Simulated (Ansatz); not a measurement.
Te2Mo under changes of volume

One of the cells (24.965 Å³/atom); the others are scaled copies at fixed shape and fractional positions:

```
Te Mo
1.0
     3.51820    0.00000    0.00000
    -1.75910    3.04685    0.00000
     0.00000    0.00000   13.97360
Te Mo
4 2
Cartesian
  1.7591 1.0156 5.2960
  0.0000 2.0312 12.2828
  1.7591 1.0156 1.6908
  0.0000 2.0312 8.6776
  1.7591 1.0156 10.4802
  0.0000 2.0312 3.4934
```

* Program: Ansatz 0.2.0
* Functional: LDA
* Potentials or basis: JTH PAW LDA
* Cutoff: 1800 eV
* Density cutoff: 9000 eV
* k mesh: 9 × 9 × 2
* Occupations: fermi-dirac, width 0.05 eV
* Spin: no spin polarisation

```tsv
volume (Å³/atom)	energy over the lowest point (meV/atom)	pressure (GPa)	gap on the mesh (eV)	largest force (eV/Å)
23.467	15.25	5.1	0.67	0.769
23.966	3.68	2.4	0.69	0.429
24.466	0.00	0.0	0.70	0.117
24.965	?	?	?	?
25.464	12.99	-4.0	0.73	0.436
25.963	28.22	-5.7	0.74	0.681
26.463	48.43	-7.2	0.74	0.906
```

What does the run at 24.965 Å³/atom give?

Energy over the lowest point 3.36 meV/atom; pressure -2.1 GPa; gap on the mesh 0.71 eV; largest force 0.171 eV/Å.

Worked out: A Birch-Murnaghan fit of order 3 (a polynomial in V^(-2/3)) to the other rows has its minimum at 24.47 Å³/atom with B0 = V·E''(V) = 111 GPa and B' = 4.7 at fixed shape and positions, which overstates the stiffness. It gives 3.37 meV/atom at 24.965 Å³/atom, against the run's 3.36, and -dE/dV = -2.1 GPa, against -2.1. A parabola through the other rows of the gap, of slope 0.598 eV per unit of ln V there, gives 0.72 eV, against the run's 0.71.

Energies are extrapolated to zero smearing.

Caveats: odd divisions of the mesh miss points on the zone boundary, where band edges often lie, so the gap on the mesh can be too wide; spin-orbit coupling is left out, which moves the levels of the heavy elements.

A mesh can miss the band edges.
